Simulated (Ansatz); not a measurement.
HfN:

```
Hf N
1.0
     0.00000    2.25600    2.25600
     2.25600    0.00000    2.25600
     2.25600    2.25600    0.00000
Hf N
1 1
Direct
  0.00000 0.00000 0.00000
  0.50000 0.50000 0.50000
```

Base run:

```yaml
Program: Ansatz 0.2.0
Functional: PBEsol
Potentials_or_basis: all-electron LAPW, scalar-relativistic
Cutoff: 343 eV (chosen from the basis error)
Basis_error_allowed: 0.001 eV/atom
k_mesh: 10 × 10 × 10
Occupations: fermi-dirac, width 0.05 eV
Spin: no spin polarisation
```

Its results: band gap on the k mesh none (metal or under the smearing width); pressure -1.9 GPa.

Q: The run is repeated on the same cell with these changes: hubbard terms from none to Hf d U = 8 eV. What comes out?

A: Band gap on the k mesh none (metal or under the smearing width); pressure 11.0 GPa.

Caveats: U is the effective U less J, on atomic orbitals that reach past the spheres (some runs); U without spin polarisation on a metal has little footing (some runs).
